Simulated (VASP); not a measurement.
Here is a VASP 6.6.1 calculation.

The input INCAR:

```
ALGO = Normal
EDIFF = 1E-6
EDIFFG = -0.01
ENCUT = 600
IBRION = 2
ISIF = 3
ISMEAR = 1
LASPH = T
LCHARG = F
LMIXTAU = T
LREAL = F
LWAVE = F
METAGGA = R2SCAN
NELM = 80
NSW = 90
PREC = Accurate
SIGMA = 0.1
```

Contents of KPOINTS:

```
k-points
0
Gamma
  16 16 16
```

The input POSCAR:

```
Li
1.0
   -1.7546500000      1.7546500000      1.7546500000
    1.7546500000     -1.7546500000      1.7546500000
    1.7546500000      1.7546500000     -1.7546500000
Li
1
Direct
    0.0000000000      0.0000000000      0.0000000000
```

Potentials or basis: VASP PAW PBE potentials, release 64 (Li_sv).

Launch:

```bash
$ cat potpaw_PBE.64/Li_sv/POTCAR > POTCAR
$ mpirun -np 1 vasp_std > vasp.out
```

**Question.** What does it give for the relaxed cell?

**Answer.** a = 2.997 Å, b = 2.997 Å, c = 2.997 Å, α = 109.47°, β = 109.47°, γ = 109.47°.

**Question.** Estimate the space group after relaxing (to 0.05 Å).

**Answer.** Im-3m (No. 229).

Step by step:
| step | energy change (eV) | largest force (eV/Å) | pressure (GPa) | volume (Å³) |
| --- | --- | --- | --- | --- |
| 1 | 0.0000 | 0.0000 | -0.43 | 21.61 |
| 2 | -0.0004 | 0.0000 | -0.47 | 21.43 |
| 3 | -0.0008 | 0.0000 | -0.12 | 20.89 |
| 4 | -0.0006 | 0.0000 | -0.05 | 20.72 |

Caveat: the cutoff is under 1.25 times the usual one of these potentials, so pressure, stress and relaxed cells hold a basis-set (Pulay) error; the PAW data sets were made with another functional, which shifts forces and pressure a little.
